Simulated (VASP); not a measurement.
# Ta: drag along a line

Ta, slab, 13 atoms in the cell. PBE, constrained relaxations along a path; PAW potentials Ta_pv (PBE set).

Path: drag along a line, Ta hops from a hollow site to the next hollow site of Ta(100).

## Input

INCAR:
```
SYSTEM = Ta
PREC     = Normal         ! precision mode
ENCUT    = 250            ! plane-wave cutoff, eV
EDIFF    = 1E-6           ! SCF threshold, eV
ISMEAR   = 1              ! smearing method
SIGMA    = 0.1            ! smearing width, eV
LREAL    = .False.        ! projectors in reciprocal space
LASPH    = .True.         ! aspherical terms in the spheres
NELM     = 100            ! most SCF steps
ALGO     = Normal         ! electronic algorithm
LWAVE    = .False.        ! write WAVECAR
LCHARG   = .False.        ! write CHGCAR
IBRION   = 2              ! ionic algorithm
NSW      = 60             ! ionic steps
ISIF     = 2              ! what is computed and relaxed
EDIFFG   = -0.03          ! ionic threshold
POTIM    = 0.5            ! step
KPAR     = 2             
```

KPOINTS:
```
k-points
0
Gamma
  3 3 1
```

POSCAR.step1:
```
Ta
1.0
    6.6051200000      0.0000000000      0.0000000000
    0.0000000000      6.6051200000      0.0000000000
    0.0000000000      0.0000000000     18.4725600000
Ta
13
Selective dynamics
Direct
    0.0000000000      0.0000000000      0.3248060908  F F F
    0.5000000000      0.0000000000      0.3248060908  F F F
    0.0000000000      0.5000000000      0.3248060908  F F F
    0.5000000000      0.5000000000      0.3248060908  F F F
    0.2500000000      0.2500000000      0.4141970577  T T T
    0.7500000000      0.2500000000      0.4141970577  T T T
    0.2500000000      0.7500000000      0.4141970577  T T T
    0.7500000000      0.7500000000      0.4141970577  T T T
    0.0000000000      0.0000000000      0.5035880246  T T T
    0.5000000000      0.0000000000      0.5035880246  T T T
    0.0000000000      0.5000000000      0.5035880246  T T T
    0.5000000000      0.5000000000      0.5035880246  T T T
    0.2500000000      0.2500000000      0.6322499259  F T T
```

POSCAR.step2:
```
Ta
1.0
    6.6051200000      0.0000000000      0.0000000000
    0.0000000000      6.6051200000      0.0000000000
    0.0000000000      0.0000000000     18.4725600000
Ta
13
Selective dynamics
Direct
    0.0000000000      0.0000000000      0.3248060908  F F F
    0.5000000000      0.0000000000      0.3248060908  F F F
    0.0000000000      0.5000000000      0.3248060908  F F F
    0.5000000000      0.5000000000      0.3248060908  F F F
    0.2500000000      0.2500000000      0.4141970577  T T T
    0.7500000000      0.2500000000      0.4141970577  T T T
    0.2500000000      0.7500000000      0.4141970577  T T T
    0.7500000000      0.7500000000      0.4141970577  T T T
    0.0000000000      0.0000000000      0.5035880246  T T T
    0.5000000000      0.0000000000      0.5035880246  T T T
    0.0000000000      0.5000000000      0.5035880246  T T T
    0.5000000000      0.5000000000      0.5035880246  T T T
    0.1500000000      0.2500000000      0.6322499259  F T T
```

POSCAR.step3:
```
Ta
1.0
    6.6051200000      0.0000000000      0.0000000000
    0.0000000000      6.6051200000      0.0000000000
    0.0000000000      0.0000000000     18.4725600000
Ta
13
Selective dynamics
Direct
    0.0000000000      0.0000000000      0.3248060908  F F F
    0.5000000000      0.0000000000      0.3248060908  F F F
    0.0000000000      0.5000000000      0.3248060908  F F F
    0.5000000000      0.5000000000      0.3248060908  F F F
    0.2500000000      0.2500000000      0.4141970577  T T T
    0.7500000000      0.2500000000      0.4141970577  T T T
    0.2500000000      0.7500000000      0.4141970577  T T T
    0.7500000000      0.7500000000      0.4141970577  T T T
    0.0000000000      0.0000000000      0.5035880246  T T T
    0.5000000000      0.0000000000      0.5035880246  T T T
    0.0000000000      0.5000000000      0.5035880246  T T T
    0.5000000000      0.5000000000      0.5035880246  T T T
    0.0750000000      0.2500000000      0.6322499259  F T T
```

POSCAR.step4:
```
Ta
1.0
    6.6051200000      0.0000000000      0.0000000000
    0.0000000000      6.6051200000      0.0000000000
    0.0000000000      0.0000000000     18.4725600000
Ta
13
Selective dynamics
Direct
    0.0000000000      0.0000000000      0.3248060908  F F F
    0.5000000000      0.0000000000      0.3248060908  F F F
    0.0000000000      0.5000000000      0.3248060908  F F F
    0.5000000000      0.5000000000      0.3248060908  F F F
    0.2500000000      0.2500000000      0.4141970577  T T T
    0.7500000000      0.2500000000      0.4141970577  T T T
    0.2500000000      0.7500000000      0.4141970577  T T T
    0.7500000000      0.7500000000      0.4141970577  T T T
    0.0000000000      0.0000000000      0.5035880246  T T T
    0.5000000000      0.0000000000      0.5035880246  T T T
    0.0000000000      0.5000000000      0.5035880246  T T T
    0.5000000000      0.5000000000      0.5035880246  T T T
    0.0000000000      0.2500000000      0.6322499259  F T T
```

POSCAR.step5:
```
Ta
1.0
    6.6051200000      0.0000000000      0.0000000000
    0.0000000000      6.6051200000      0.0000000000
    0.0000000000      0.0000000000     18.4725600000
Ta
13
Selective dynamics
Direct
    0.0000000000      0.0000000000      0.3248060908  F F F
    0.5000000000      0.0000000000      0.3248060908  F F F
    0.0000000000      0.5000000000      0.3248060908  F F F
    0.5000000000      0.5000000000      0.3248060908  F F F
    0.2500000000      0.2500000000      0.4141970577  T T T
    0.7500000000      0.2500000000      0.4141970577  T T T
    0.2500000000      0.7500000000      0.4141970577  T T T
    0.7500000000      0.7500000000      0.4141970577  T T T
    0.0000000000      0.0000000000      0.5035880246  T T T
    0.5000000000      0.0000000000      0.5035880246  T T T
    0.0000000000      0.5000000000      0.5035880246  T T T
    0.5000000000      0.5000000000      0.5035880246  T T T
   -0.0750000000      0.2500000000      0.6322499259  F T T
```

POSCAR.step6:
```
Ta
1.0
    6.6051200000      0.0000000000      0.0000000000
    0.0000000000      6.6051200000      0.0000000000
    0.0000000000      0.0000000000     18.4725600000
Ta
13
Selective dynamics
Direct
    0.0000000000      0.0000000000      0.3248060908  F F F
    0.5000000000      0.0000000000      0.3248060908  F F F
    0.0000000000      0.5000000000      0.3248060908  F F F
    0.5000000000      0.5000000000      0.3248060908  F F F
    0.2500000000      0.2500000000      0.4141970577  T T T
    0.7500000000      0.2500000000      0.4141970577  T T T
    0.2500000000      0.7500000000      0.4141970577  T T T
    0.7500000000      0.7500000000      0.4141970577  T T T
    0.0000000000      0.0000000000      0.5035880246  T T T
    0.5000000000      0.0000000000      0.5035880246  T T T
    0.0000000000      0.5000000000      0.5035880246  T T T
    0.5000000000      0.5000000000      0.5035880246  T T T
   -0.1500000000      0.2500000000      0.6322499259  F T T
```

POSCAR.step7:
```
Ta
1.0
    6.6051200000      0.0000000000      0.0000000000
    0.0000000000      6.6051200000      0.0000000000
    0.0000000000      0.0000000000     18.4725600000
Ta
13
Selective dynamics
Direct
    0.0000000000      0.0000000000      0.3248060908  F F F
    0.5000000000      0.0000000000      0.3248060908  F F F
    0.0000000000      0.5000000000      0.3248060908  F F F
    0.5000000000      0.5000000000      0.3248060908  F F F
    0.2500000000      0.2500000000      0.4141970577  T T T
    0.7500000000      0.2500000000      0.4141970577  T T T
    0.2500000000      0.7500000000      0.4141970577  T T T
    0.7500000000      0.7500000000      0.4141970577  T T T
    0.0000000000      0.0000000000      0.5035880246  T T T
    0.5000000000      0.0000000000      0.5035880246  T T T
    0.0000000000      0.5000000000      0.5035880246  T T T
    0.5000000000      0.5000000000      0.5035880246  T T T
   -0.2500000000      0.2500000000      0.6322499259  F T T
```

Commands (each step's output is kept before the next begins):
```
cat potpaw_PBE.64/Ta_pv/POTCAR > POTCAR
cp POSCAR.step1 POSCAR
mpirun -np 8 vasp_std > vasp.out
cp POSCAR.step2 POSCAR
mpirun -np 8 vasp_std > vasp.out
cp POSCAR.step3 POSCAR
mpirun -np 8 vasp_std > vasp.out
cp POSCAR.step4 POSCAR
mpirun -np 8 vasp_std > vasp.out
cp POSCAR.step5 POSCAR
mpirun -np 8 vasp_std > vasp.out
cp POSCAR.step6 POSCAR
mpirun -np 8 vasp_std > vasp.out
cp POSCAR.step7 POSCAR
mpirun -np 8 vasp_std > vasp.out
```

## Result

- Barrier (eV): 2.304
- Ionic steps, all stages: 147
- Electronic steps, all stages: 2040

Energy along the pull:

| Share of the way | Energy above the start (eV) |
|---|---|
| 0 | 0.000 |
| 0.2 | 0.792 |
| 0.35 | 1.931 |
| 0.5 | 2.304 |
| 0.65 | 1.931 |
| 0.8 | 0.792 |
| 1 | 0.000 |

The slab is body-centred cubic Ta(100), in-plane cell 6.61 × 6.61 Å, with 3 × 3 k points.

Limits: the adatom repeats in each 2 x 2 surface cell, and the slab has three layers.

VASP 6.6.1 took 2718 s on 8 cores (Intel Xeon Platinum 8259CL @ 2.50GHz (Skylake/Cascade Lake)), a shared host.
